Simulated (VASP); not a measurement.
# Ti (Fm-3m) in VASP: notebook, part 2 of 2

VASP 6.6.1.

## Step 4: Atomic charges, TPSS+TS (cell strained at random at fixed volume)

INCAR

```
ALGO = Normal
EDIFF = 1E-6
ENCUT = 520
ISIF = 2
ISMEAR = 1
IVDW = 2
LASPH = True
LCHARG = False
LMIXTAU = True
LORBIT = 10
LREAL = False
LWAVE = False
METAGGA = TPSS
NELM = 60
PREC = Accurate
SIGMA = 0.1
```

KPOINTS

```
k-points
0
Gamma
  11 11 11
```

POSCAR

```
Ti
2.8263
   -0.006235714538      0.707732370944      0.706450482964
    0.724886600856     -0.005317552984      0.705532321410
    0.730499946927      0.712427909281     -0.010931252875
Ti
1
Direct
    0.0059250000     -0.0026430000     -0.0028150000
```

Potentials or basis: VASP PAW PBE potentials, release 64 (Ti_sv).

The run is started by

```
$ cat potpaw_PBE.64/Ti_sv/POTCAR > POTCAR
$ mpirun -np 1 vasp_std > vasp.out
```

OUTCAR:

```text
EDIFF = 1E-6
   ENCUT = 520
   ISIF = 2
   ISMEAR = 1
   IVDW = 2
   LASPH = True
   LORBIT = 10
   LREAL = False
   METAGGA = TPSS
   NELM = 60
   PREC = Accurate
  IVDW =   2

 ion  position               nearest neighbor table
   1  0.006  0.997  0.997-

  LATTYP: Found a triclinic cell.
 ALAT       =     2.8840770461
 B/A-ratio  =     0.9938381946
 C/A-ratio  =     0.9799650616
 COS(alpha) =     0.0017656670
 COS(beta)  =     0.4820767081
 COS(gamma) =     0.5056342883

  Lattice vectors:

 A1 = (   2.0646120000,   2.0135350000,  -0.0308950000)
 A2 = (   0.0158650000,   2.0285640000,  -2.0249410000)
 A3 = (  -0.0176240000,   2.0002640000,   1.9966410000)

Analysis of symmetry for initial positions (statically):
=====================================================================
 Subroutine PRICEL returns:
 Original cell was already a primitive cell.

 Routine SETGRP: Setting up the symmetry group for a
 triclinic supercell.

 Subroutine GETGRP returns: Found  2 space group operations
 (whereof  1 operations were pure point group operations)
 out of a pool of  2 trial point group operations.

The static configuration has the point symmetry C_1 .
 The point group associated with its full space group is S_2 .

Analysis of symmetry for dynamics (positions and initial velocities):
=====================================================================
 Subroutine PRICEL returns:
 Original cell was already a primitive cell.

 Routine SETGRP: Setting up the symmetry group for a
 triclinic supercell.

 Subroutine GETGRP returns: Found  2 space group operations
 (whereof  1 operations were pure point group operations)
 out of a pool of  2 trial point group operations.

The dynamic configuration has the point symmetry C_1 .
 The point group associated with its full space group is S_2 .

 Subroutine INISYM returns: Found  2 space group operations
 (whereof  1 operations are pure point group operations),
 and found     1 'primitive' translations

----------------------------------------------------------------------------------------

                                     Primitive cell

  volume of cell :      16.7309

  direct lattice vectors                    reciprocal lattice vectors
    -0.017624000  2.000264000  1.996641000    -0.239952870  0.249851362  0.248418411
     2.048747000 -0.015029000  1.994046000     0.243986591 -0.246355853  0.248956504
     2.064612000  2.013535000 -0.030895000     0.240192479  0.246595581 -0.244922903

  length of vectors
     2.826294740  2.858987512  2.884077046     0.426280178  0.426848924  0.422479628

  position of ions in fractional coordinates (direct lattice)
     0.005925000  0.997357000  0.997185000

  ion indices of the primitive-cell ions
   primitive index   ion index
                 1           1

----------------------------------------------------------------------------------------

 KPOINTS: k-points

Automatic generation of k-mesh.
[... 154 lines left out ...]
      4     -24.2676      2.00000
      5       2.4886      2.00000
      6       9.3740     -0.00000
      7       9.5585     -0.00000
      8       9.7143     -0.00000
      9      11.2062      0.00000
     10      11.4671      0.00000
[... 495 lines left out ...]
 k-point    40 :      -0.0000    0.3636    0.0000
  band No.  band energies     occupation
      1     -48.7941      2.00000
      2     -24.8996      2.00000
      3     -24.3779      2.00000
      4     -24.3425      2.00000
      5       5.5286      2.00000
      6       8.7174     -0.06098
      7       9.3885     -0.00000
      8       9.8330     -0.00000
      9      11.9746      0.00000
     10      12.0402      0.00000

 [... further k-points ...]

------------------------ aborting loop because EDIFF is reached ----------------------------------------

 total charge

# of ion       s       p       d       tot
------------------------------------------
    1        2.240   6.122   1.913  10.274

    CHARGE:  cpu time      0.0000: real time      0.4123
    FORLOC:  cpu time      0.0000: real time      0.0015
    FORNL :  cpu time      0.0000: real time      0.4009
    STRESS:  cpu time      0.0000: real time     22.6336
    FORCOR:  cpu time      0.0000: real time      0.1192
    FORHAR:  cpu time      0.0000: real time      0.0047
    MIXING:  cpu time      0.0000: real time      0.0039
    OFIELD:  cpu time      0.0000: real time      0.0001

  Hirshfeld charges:
            ion         q(e)
   ------------------------------
      1     Ti       0.00000000

  Tkatchenko/Scheffler method for vdW energy calculation
  ---------------------------------------------------------------------------------------------

  Parameters of vdW forcefield:
            C6ts              R0ts           ALPHAts        RELVOL
            (au)              (au)            (au)
   ---------------------------------------------------------------
   Ti       1339.327          4.708        110.999          1.13263939

  Number of pair interactions contributing to vdW energy:   31282
  Edisp (eV):   -1.34314
    FORVDW:  cpu time      0.0000: real time      2.4365

  FORCE on cell =-STRESS in cart. coord.  units (eV):
  Direction    XX          YY          ZZ          XY          YZ          ZX
  --------------------------------------------------------------------------------------
  -------------------------------------------------------------------------------------
  Total      -1.80414    -1.58394    -1.57226     0.02770     0.09362     0.09490
  in kB    -172.76782  -151.68095  -150.56259     2.65296     8.96490     9.08792
  external pressure =     -158.34 kB  Pullay stress =        0.00 kB

 VOLUME and BASIS-vectors are now :
 -----------------------------------------------------------------------------
  energy-cutoff  :      520.00
  volume of cell :       16.73
      direct lattice vectors                 reciprocal lattice vectors
    -0.017624000  2.000264000  1.996641000    -0.239952870  0.249851362  0.248418411
     2.048747000 -0.015029000  1.994046000     0.243986591 -0.246355853  0.248956504
     2.064612000  2.013535000 -0.030895000     0.240192479  0.246595581 -0.244922903

  length of vectors
     2.826294740  2.858987512  2.884077046     0.426280178  0.426848924  0.422479628

 FORCES acting on ions
    electron-ion (+dipol)            ewald-force                    non-local-force                 convergence-correction
 -----------------------------------------------------------------------------------------------
   -.825E-05 -.546E-05 0.566E-05   0.763E-15 0.659E-15 0.301E-14   0.678E-20 0.000E+00 -.529E-22   -.649E-09 -.829E-09 0.632E-09
 -----------------------------------------------------------------------------------------------
   -.825E-05 -.546E-05 0.566E-05   0.763E-15 0.659E-15 0.301E-14   0.678E-20 0.000E+00 -.529E-22   -.649E-09 -.829E-09 0.632E-09

 POSITION                                       TOTAL-FORCE (eV/Angst)
 -----------------------------------------------------------------------------------
      4.10203      2.00473      1.96980         0.000000      0.000000     -0.000000
 -----------------------------------------------------------------------------------
    total drift:                               -0.000008     -0.000005      0.000006

--------------------------------------------------------------------------------------------------------

  FREE ENERGIE OF THE ION-ELECTRON SYSTEM (eV)
  ---------------------------------------------------
  free  energy   TOTEN  =       -16.1755233514 eV

  energy  without entropy=      -16.1755511752  energy(sigma->0) =      -16.17553263

--------------------------------------------------------------------------------------------------------

    POTLOK:  cpu time      0.0000: real time      0.5350

--------------------------------------------------------------------------------------------------------

     LOOP+:  cpu time      0.0000: real time    313.8989
    4ORBIT:  cpu time      0.0000: real time      0.0000

 total charge

# of ion       s       p       d       tot
------------------------------------------
    1        2.240   6.122   1.913  10.274

 total amount of memory used by VASP MPI-rank0   136977. kBytes
=======================================================================

   base                                    :      30000. kBytes
   nonl-proj                               :      44410. kBytes
   fftplans                                :       3916. kBytes
   grid                                    :       7381. kBytes
   one-center                              :         15. kBytes
   wavefun                                 :      51255. kBytes

 General timing and accounting informations for this job:
 ========================================================
```

OSZICAR:

```text
N       E                     dE             d eps       ncg     rms          rms(c)
DAV:   1     0.532159568579E+02    0.53216E+02   -0.69469E+03 13342   0.146E+03
DAV:   2    -0.308122501864E+02   -0.84028E+02   -0.82616E+02 13646   0.322E+02
DAV:   3    -0.363130463185E+02   -0.55008E+01   -0.54327E+01 19446   0.817E+01
[... 17 lines left out ...]
DAV:  21    -0.148323614882E+02    0.20330E-04   -0.25846E-05 13358   0.760E-02    0.821E-02
DAV:  22    -0.148323738265E+02   -0.12338E-04   -0.16973E-05 13596   0.675E-02    0.519E-02
DAV:  23    -0.148323772521E+02   -0.34255E-05   -0.10206E-05 13236   0.527E-02    0.227E-02
DAV:  24    -0.148323791311E+02   -0.18790E-05   -0.29851E-06 12052   0.261E-02    0.939E-03
DAV:  25    -0.148323797729E+02   -0.64180E-06   -0.12710E-07  6708   0.634E-03
   1 F= -.16175523E+02 E0= -.16175533E+02  d E =0.278238E-04
```

stdout:

```text
POSCAR found type information on POSCAR Ti
 POSCAR found :  1 types and       1 ions
 scaLAPACK will be used
 -----------------------------------------------------------------------------
|                                                                             |
|                                                                             |
|     You enforced a specific xc type in the INCAR file but a different       |
|     I HOPE YOU KNOW WHAT YOU ARE DOING!                                     |
|                                                                             |
 -----------------------------------------------------------------------------

 LDA part: xc-table for (None), standard interpolation
 POSCAR, INCAR and KPOINTS ok, starting setup
 FFT: planning ... GRIDC
 FFT: planning ... GRID_SOFT
 FFT: planning ... GRID
 WAVECAR not read
 entering main loop
 augmentation electrons   12.0093846273923
 total        electrons   12.0093846273923
 augmentation electrons   10.8708411136390
 total        electrons   10.8708411136390
 augmentation electrons   3.59730466951774
 soft         electrons   8.41207997627080
 total        electrons   12.0093846457885
 translations:           3           3           3
```

Run time: 5.3 min. Hardware: 1 thread of Intel Xeon 6975P-C (Granite Rapids), shared host; peak memory 0.22 GiB.

What came out:

| Quantity | Value |
| --- | --- |
| Free energy | -16.1755 eV |
| Pressure | -15.8 GPa |
| Band gap on the k mesh | none (metal or under the smearing width) |
| Valence electrons inside the program's atomic spheres | Ti 10.27 |
| Dispersion energy per atom | -1.343 eV |

Caveat: atom-pairwise D2, TS and ULG terms overbind metals; the PAW data sets were made with another functional, which shifts forces and pressure a little; pairwise dispersion overbinds metals, which lowers pressure and volume.

## Step 5: Relaxation of cell and atoms, revTPSS

run.py

```python
from ase.calculators.vasp import Vasp
from ase.filters import FrechetCellFilter
from ase.io import read
from ase.optimize import BFGSLineSearch

atoms = read('Ti.cif', primitive_cell=True, subtrans_included=False)
calc = Vasp(
    directory='calc',
    xc='revtpss',
    pp='PBE',
    setups='minimal',
    prec='Accurate',
    encut=580,
    ediff=1e-07,
    ismear=1,
    sigma=0.2,
    lreal=False,
    lasph=True,
    nelm=60,
    algo='Normal',
    isif=2,
    lwave=False,
    lcharg=False,
    lmixtau=True,
    kpts=[11, 11, 11],
    gamma=True,
)
atoms.calc = calc
opt = BFGSLineSearch(FrechetCellFilter(atoms), trajectory='relax.traj')
converged = opt.run(fmax=0.02, steps=40)
print('converged:', converged)

print('energy (eV):', atoms.get_potential_energy())
print('free energy (eV):', atoms.get_potential_energy(force_consistent=True))
print('forces (eV/A):')
print(atoms.get_forces())
print('stress (eV/A^3, Voigt):', atoms.get_stress())
print('Fermi level (eV):', calc.get_fermi_level())
print('cell (A, degrees):', atoms.cell.cellpar())
print('volume (A^3):', atoms.get_volume())
print('scaled positions:')
print(atoms.get_scaled_positions())
```

Ti.cif

```cif
data_Ti
_cell_length_a 4.06000000
_cell_length_b 4.06000000
_cell_length_c 4.06000000
_cell_angle_alpha 90.00000000
_cell_angle_beta 90.00000000
_cell_angle_gamma 90.00000000
_space_group_name_H-M_alt 'Fm-3m'
_space_group_name_Hall '-F 4 2 3'
_space_group_IT_number 225
loop_
_space_group_symop_operation_xyz
'x,y,z'
'-x,-y,-z'
'-y,x,z'
'y,-x,-z'
'-x,-y,z'
'x,y,-z'
'y,-x,z'
'-y,x,-z'
'x,-y,-z'
'-x,y,z'
'-y,-x,-z'
'y,x,z'
'-x,y,-z'
'x,-y,z'
'y,x,-z'
'-y,-x,z'
'z,x,y'
'-z,-x,-y'
'z,-y,x'
'-z,y,-x'
'z,-x,-y'
'-z,x,y'
'z,y,-x'
'-z,-y,x'
'-z,x,-y'
'z,-x,y'
'-z,-y,-x'
'z,y,x'
'-z,-x,y'
'z,x,-y'
'-z,y,x'
'z,-y,-x'
'y,z,x'
'-y,-z,-x'
'x,z,-y'
'-x,-z,y'
'-y,z,-x'
'y,-z,x'
'-x,z,y'
'x,-z,-y'
'-y,-z,x'
'y,z,-x'
'-x,-z,-y'
'x,z,y'
'y,-z,-x'
'-y,z,x'
'x,-z,y'
'-x,z,-y'
'x,y+1/2,z+1/2'
'-x,-y+1/2,-z+1/2'
'-y,x+1/2,z+1/2'
[... 62 lines left out ...]
'-z+1/2,-x,-y+1/2'
'z+1/2,-y,x+1/2'
'-z+1/2,y,-x+1/2'
'z+1/2,-x,-y+1/2'
'-z+1/2,x,y+1/2'
'z+1/2,y,-x+1/2'
'-z+1/2,-y,x+1/2'
'-z+1/2,x,-y+1/2'
'z+1/2,-x,y+1/2'
'-z+1/2,-y,-x+1/2'
'z+1/2,y,x+1/2'
'-z+1/2,-x,y+1/2'
'z+1/2,x,-y+1/2'
'-z+1/2,y,x+1/2'
'z+1/2,-y,-x+1/2'
'y+1/2,z,x+1/2'
'-y+1/2,-z,-x+1/2'
'x+1/2,z,-y+1/2'
'-x+1/2,-z,y+1/2'
'-y+1/2,z,-x+1/2'
'y+1/2,-z,x+1/2'
'-x+1/2,z,y+1/2'
'x+1/2,-z,-y+1/2'
'-y+1/2,-z,x+1/2'
'y+1/2,z,-x+1/2'
'-x+1/2,-z,-y+1/2'
'x+1/2,z,y+1/2'
'y+1/2,-z,-x+1/2'
'-y+1/2,z,x+1/2'
'x+1/2,-z,y+1/2'
'-x+1/2,z,-y+1/2'
'x+1/2,y+1/2,z'
'-x+1/2,-y+1/2,-z'
'-y+1/2,x+1/2,z'
'y+1/2,-x+1/2,-z'
'-x+1/2,-y+1/2,z'
'x+1/2,y+1/2,-z'
'y+1/2,-x+1/2,z'
'-y+1/2,x+1/2,-z'
'x+1/2,-y+1/2,-z'
'-x+1/2,y+1/2,z'
'-y+1/2,-x+1/2,-z'
'y+1/2,x+1/2,z'
'-x+1/2,y+1/2,-z'
'x+1/2,-y+1/2,z'
'y+1/2,x+1/2,-z'
'-y+1/2,-x+1/2,z'
'z+1/2,x+1/2,y'
'-z+1/2,-x+1/2,-y'
'z+1/2,-y+1/2,x'
'-z+1/2,y+1/2,-x'
'z+1/2,-x+1/2,-y'
'-z+1/2,x+1/2,y'
'z+1/2,y+1/2,-x'
'-z+1/2,-y+1/2,x'
'-z+1/2,x+1/2,-y'
'z+1/2,-x+1/2,y'
'-z+1/2,-y+1/2,-x'
'z+1/2,y+1/2,x'
'-z+1/2,-x+1/2,y'
'z+1/2,x+1/2,-y'
'-z+1/2,y+1/2,x'
'z+1/2,-y+1/2,-x'
'y+1/2,z+1/2,x'
'-y+1/2,-z+1/2,-x'
'x+1/2,z+1/2,-y'
'-x+1/2,-z+1/2,y'
'-y+1/2,z+1/2,-x'
'y+1/2,-z+1/2,x'
'-x+1/2,z+1/2,y'
'x+1/2,-z+1/2,-y'
'-y+1/2,-z+1/2,x'
'y+1/2,z+1/2,-x'
'-x+1/2,-z+1/2,-y'
'x+1/2,z+1/2,y'
'y+1/2,-z+1/2,-x'
'-y+1/2,z+1/2,x'
'x+1/2,-z+1/2,y'
'-x+1/2,z+1/2,-y'
loop_
_atom_site_label
_atom_site_type_symbol
_atom_site_symmetry_multiplicity
_atom_site_Wyckoff_symbol
_atom_site_fract_x
_atom_site_fract_y
_atom_site_fract_z
_atom_site_occupancy
Ti1 Ti 4 a 0.0000000000 0.0000000000 0.0000000000 1
```

Potentials or basis: VASP PAW PBE potentials, release 64 (Ti).

The run is started by

```
$ python run.py
```

Wall time 65 s (1 thread of Intel Xeon 6975P-C (Granite Rapids), shared host); peak memory 0.14 GiB.

Results (log left out):

```yaml
Free_energy: -7.2797 eV
Relaxed_volume: 16.65 Å³/atom
Relaxed_cell: a = 2.866 Å, b = 2.866 Å, c = 2.866 Å, α = 60.00°, β = 60.00°, γ = 60.00°
Space_group_after_relaxing_to_0.05_Å: Fm-3m (No. 225)
Energy_gained_by_relaxing: 0.2 meV/atom
Ionic_steps: 2
Pressure_after_relaxing: 0.0 GPa
Band_gap_on_the_k_mesh: none (metal or under the smearing width)
```

Step by step:
| step | energy change (eV) | largest force (eV/Å) | pressure (GPa) | volume (Å³) |
| --- | --- | --- | --- | --- |
| 1 | 0.0000 | 0.0000 | -0.53 | 16.73 |
| 2 | -0.0002 | 0.0000 | 0.01 | 16.65 |

Final structure:
```yaml
crystal:
  lattice:
    - [0.00000, 2.02692, 2.02692]
    - [2.02692, 0.00000, 2.02692]
    - [2.02692, 2.02692, 0.00000]
  atoms:
    - { symbol: Ti, position: [0.00000, 0.00000, 0.00000] }
```

Levels at points of the mesh, in eV from the Fermi level:
```
           k point  band 1  band 2  band 3  band 4  band 5  band 6
(0.00, 0.00, 0.00)   -6.15    0.92    0.92    0.92    2.71    2.71
```

Caveat: the PAW data sets were made with another functional, which shifts forces and pressure a little.

## Step 6: The runs side by side

| task | level | potentials or basis | cell | cutoff (eV) | smearing | further INCAR settings | optimiser | gap on the mesh (eV) | pressure (GPa) |
| --- | --- | --- | --- | --- | --- | --- | --- | --- | --- |
| single point | LDA | VASP PAW LDA potentials, release 64 (Ti) | as given | 500 | gaussian 0.1 eV | ALGO = Fast; EDIFF = 1.00e-07 | - | none | -6.6 |
| atomic charges | TPSS+TS | VASP PAW PBE potentials, release 64 (Ti_sv) | cell strained at random at fixed volume | 520 | methfessel-paxton 0.1 eV | ALGO = Normal; EDIFF = 1e-06 | - | none | -15.8 |
| relaxation of cell and atoms | revTPSS | VASP PAW PBE potentials, release 64 (Ti) | relaxed | 580 | methfessel-paxton 0.2 eV | ALGO = Normal; EDIFF = 1.00e-07 | BFGSLineSearch | none | 0.0 |

Alike in all rows: no spin polarisation; k mesh 11 × 11 × 11.

Caveats: the PAW data sets were made with another functional, which shifts forces and pressure a little (some runs); atom-pairwise D2, TS and ULG terms overbind metals (some runs); pairwise dispersion overbinds metals, which lowers pressure and volume (some runs).

Total energies depend on the potentials used, so only differences within one code and one set of settings carry meaning.
